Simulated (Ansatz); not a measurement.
# What a trial cell of InSb₃ relaxes into

All numbers below come from DFT PBE, scalar-relativistic, plane waves, PAW (Ansatz). Cutoff 420 eV, Γ-centred k mesh, Gaussian smearing, no spin polarisation in the final step.

InSb₃ was placed on the TiAl3 (D0_22) structure type (I4/mmm, No. 139), with In in place of Ti, Sb in place of Al, at a guessed volume.

```yaml
crystal:
  lattice:
    - [-2.30634, 2.30634, 5.15183]
    - [2.30634, -2.30634, 5.15183]
    - [2.30634, 2.30634, -5.15183]
  atoms:
    - { symbol: In, position: [0.00000, 0.00000, 0.00000] }
    - { symbol: Sb, position: [0.50000, 0.50000, 0.00000] }
    - { symbol: Sb, position: [0.25000, 0.75000, 0.50000] }
    - { symbol: Sb, position: [0.75000, 0.25000, 0.50000] }
```

Steps on the 14×14×14 mesh (4 atoms). 6 of 7 steps are shown, and the free energy counts from the last. Trial steps that were taken back and renewals of the plane-wave basis can be among the rows.

```
step  ΔF (meV/atom) V (Å³/atom) P (GPa)
   1           10.1        27.40     0.84
   2            7.3        27.99    -0.24
   3            4.4        28.27    -0.66
   4            0.8        28.35    -0.43
   5            0.2        28.12    -0.12
   7            0.0        28.02     0.01
```

A final relaxation ran on a 14×14×14 mesh. The relaxed crystal, I4/mmm (No. 139):

```
In Sb
1.0
    -2.25339    2.25339    5.51841
     2.25339   -2.25339    5.51841
     2.25339    2.25339   -5.51841
In Sb
1 3
Cartesian
  0.0000 0.0000 0.0000
  0.0000 0.0000 5.5184
  2.2534 0.0000 2.7592
  0.0000 2.2534 2.7592
```

| Quantity | Value |
| --- | --- |
| Volume per atom | 28.02 Å³ |
| Density | 7.11 g/cm³ |
| Energy over the elements | 0.20 eV/atom |
| Gap on the 14×14×14 mesh | 0 eV (a metal) |

The zero of energy is the elements' standard structures at the same level; no fitted shifts are applied.

The final run used a 14×14×14 mesh on its 4-atom cell and 0.10 eV smearing. For metals, differences of a few meV/atom aren't resolved. Spin–orbit coupling is left out.

A structure relaxed within its symmetry needn't be a true minimum.

Cost: 2 runs of about 2.6 core-minutes in all, on Intel Xeon 6975P-C (Granite Rapids) (shared hosts).